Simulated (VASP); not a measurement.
A run of VASP 6.6.1:

The input INCAR:

```
SYSTEM = AlN
PREC     = Accurate       ! precision mode
ENCUT    = 520            ! plane-wave cutoff, eV
EDIFF    = 0.05           ! SCF threshold, eV
ISMEAR   = 0              ! smearing method
SIGMA    = 0.02           ! smearing width, eV
LREAL    = .False.        ! projectors in reciprocal space
LASPH    = .True.         ! aspherical terms in the spheres
NELM     = 100            ! most SCF steps
ALGO     = Fast           ! electronic algorithm
ISIF     = 2              ! what is computed and relaxed
LWAVE    = .False.        ! write WAVECAR
LCHARG   = .False.        ! write CHGCAR
GGA      = PE             ! functional
LEPSILON = .True.         ! dielectric tensor by DFPT
IBRION   = 8              ! ionic algorithm
NSW      = 1              ! ionic steps
KPAR     = 4
```

KPOINTS

```
Automatic mesh
0
Gamma
  12 12 6
  0 0 0
```

The input POSCAR:

```
AlN                                     
1.0
    3.1286691624     -0.0000000000     -0.0000000000
   -1.5643345813      2.7095069727      0.0000000000
    0.0000000000      0.0000000000      5.0164641272
  Al              N             
     2     2
Direct
     0.3333333300000021    0.6666666699999979    0.9992532512933278
     0.6666666699999979    0.3333333300000021    0.4992532512933276
     0.3333333300000021    0.6666666699999979    0.3807467487066749
     0.6666666699999979    0.3333333300000021    0.8807467487066748
```

Potentials or basis: VASP PAW PBE potentials, release 64 (Al, N).

The run is started by

```sh
$ cat potpaw_PBE.64/Al/POTCAR potpaw_PBE.64/N/POTCAR > POTCAR
$ mpirun -np 4 vasp_std > vasp.out
```

Hardware: 4 MPI ranks on Intel(R) Xeon(R) Platinum 8259CL CPU @ 2.50GHz (Skylake/Cascade Lake), on a shared host.

Task: Estimate the wall time of this run.

Result: Wall time 110 s on 4 MPI ranks on Intel(R) Xeon(R) Platinum 8259CL CPU @ 2.50GHz (Skylake/Cascade Lake), with other jobs on the host, peak memory 0.58 GiB a rank. Counts: scf iterations 42, k points 76.
